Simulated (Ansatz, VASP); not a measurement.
SnSe in VASP and in Ansatz

```
Sn Se
1.0
     0.00000    3.03980    3.03980
     3.03980    0.00000    3.03980
     3.03980    3.03980    0.00000
Sn Se
1 1
Cartesian
  0.0000 0.0000 0.0000
  3.0398 3.0398 3.0398
```

Alike in both runs: task single point; functional r2SCAN; k mesh 10 × 10 × 10; occupations gaussian, width 0.02 eV; no spin polarisation.

|  | VASP | Ansatz |
| --- | --- | --- |
| version | VASP 6.6.1 | Ansatz 0.2.0 |
| potentials or method | VASP PAW PBE potentials, release 64 (Sn_d, Se) | scalar-relativistic, plane waves, PAW |
| plane-wave cutoff (eV) | 520 | 500 |
| valence electrons in the cell | 20 | 30 |

|  | VASP | Ansatz | Ansatz less VASP |
| --- | --- | --- | --- |
| gap on the k mesh at the Fermi level (eV) | 0.32 | 0.32 | +0.001 |
| least direct gap on the mesh (eV) | 0.32 | 0.32 | +0.001 |
| pressure (GPa) | -1.5 | -1.5 | 0.00 |

The two sets of potentials don't hold the same shells in valence.

Caveats: the PAW data sets were made with another functional, which shifts forces and pressure a little (VASP); spin-orbit coupling is left out, which moves the levels of the heavy elements.
